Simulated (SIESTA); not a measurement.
CdSe:

```
Cd Se
1.0
     0.00000    3.07027    3.07027
     3.07027    0.00000    3.07027
     3.07027    3.07027    0.00000
Cd Se
1 1
Direct
  0.00000 0.00000 0.00000
  0.25000 0.25000 0.25000
```

Measurements of this composition are mostly on another form, of space group No. 186.

Program: SIESTA 5.4.2. Alike in all runs: cell as given; smearing fermi-dirac 0.05 eV; grid cutoff 800 Ry.

Q: Order these runs on this cell by their pressure, lowest first.
A. level SOGGA; potentials or basis PseudoDojo 0.4 standard (PBEsol files), DZP (energy shift 0.002 Ry); spin off; k mesh 8 × 8 × 8; energy shift 0.002 Ry
B. level BP86; potentials or basis PseudoDojo 0.4 standard (PBE files, fully relativistic), DZP (energy shift 0.02 Ry); spin non-collinear, ferromagnetic start, SOC; k mesh 6 × 6 × 6; energy shift 0.02 Ry
C. level PBE; potentials or basis PseudoDojo 0.4 standard (PBE files, fully relativistic), DZP (energy shift 0.002 Ry); spin non-collinear, zero start, SOC; k mesh 6 × 6 × 6; energy shift 0.002 Ry
D. level LDA; potentials or basis PseudoDojo 0.4 standard (PBE files, fully relativistic), TZP (energy shift 0.002 Ry); spin non-collinear, zero start, SOC; k mesh 6 × 6 × 6; energy shift 0.002 Ry
E. level OLYP; potentials or basis PseudoDojo 0.4 standard (PBE files), DZP (energy shift 0.002 Ry); spin off; k mesh 8 × 8 × 8; energy shift 0.002 Ry

A: B (-4.5 GPa), D (-3.0 GPa), A (-1.1 GPa), C (1.7 GPa), E (3.8 GPa).

Caveats: semicore shells carry a single zeta, which can move pressures by several GPa and volumes by a few percent; the basis of atomic orbitals isn't converged, which shifts pressures, moduli and gaps; the potentials were made for another functional, which shifts forces and pressure (some runs).

Not every run made on this cell is shown here.
